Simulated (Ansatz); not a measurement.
The system is MoSe2.

```
Mo Se
1.0
     3.28800    0.00000    0.00000
    -1.64400    2.84749    0.00000
     0.00000    0.00000   12.90000
Mo Se
2 4
Direct
  0.66667 0.33333 0.75000
  0.33333 0.66667 0.25000
  0.66667 0.33333 0.37500
  0.33333 0.66667 0.87500
  0.66667 0.33333 0.12500
  0.33333 0.66667 0.62500
```

| Quantity | Value |
| --- | --- |
| Program | Ansatz 0.2.0 |
| Task | relaxation of cell and atoms |
| Functional | PBE |
| Dispersion | D3(BJ) |
| Potentials or basis | Ansatz PAW |
| Cutoff | 420 eV (not typed: the program's choice for these potentials) |
| k mesh | 9 × 9 × 2 |
| Occupations | fermi-dirac, width 0.05 eV |
| Spin | no spin polarisation |

At the start: volume 20.13 Å³/atom.

Q: Where does the relaxation end?

A: It ends after 5 steps and the volume is 19.74 Å³/atom (-1.9 %); space group P6_3/mmc (No. 194, to 0.05 Å).

Step by step:
```csv
step,energy change (eV),largest force (eV/Å),volume (Å³)
1,0.0000,1.1014,120.78
2,-0.1344,0.0946,118.98
3,-0.1359,0.0059,118.33
4,-0.1360,0.0019,118.44
5,-0.1356,0.0020,118.44
```

Final structure:
```
CELL_PARAMETERS angstrom
3.27688 0.00000 0.00000
-1.63844 2.83786 0.00000
0.00000 0.00000 12.73643
ATOMIC_POSITIONS crystal
Mo 0.66667 0.33333 0.75000
Mo 0.33333 0.66667 0.25000
Se 0.66667 0.33333 0.38144
Se 0.33333 0.66667 0.88144
Se 0.66667 0.33333 0.11856
Se 0.33333 0.66667 0.61856
```

Caveat: the plane-wave basis is chosen anew once the cell has moved, so the energies of steps on either side of that aren't comparable.
